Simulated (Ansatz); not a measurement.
**Tc in Ansatz: the effect of functional**

Crystal: Tc.

```
Tc
1.0
     2.75815    0.00000    0.00000
    -1.37907    2.38862    0.00000
     0.00000    0.00000    4.42713
Tc
2
Direct
  0.66667 0.33333 0.75000
  0.33333 0.66667 0.25000
```

The cell isn't the ideal one: volume scaled by 1.02.

Alike in all runs:

```yaml
Program: Ansatz 0.2.0
Task: single point
Potentials_or_basis: Ansatz PAW earlier set
Cutoff: "500 eV (not typed: the program's choice for these potentials)"
k_mesh: 11 × 11 × 6
Occupations: fermi-dirac, width 0.05 eV
Spin: no spin polarisation
```

Question: One run gave: pressure -3.0 GPa. Which functional did it use?
A. LDA
B. PBE
C. r2SCAN

Answer: B.

```tsv
functional	pressure (GPa)
LDA	-17.4
r2SCAN	-8.0
PBE	-3.0
```

Caveats: the PAW data sets come from PBE, with cores solved anew for the run's functional, which leaves a small shift of forces and pressure (some runs).
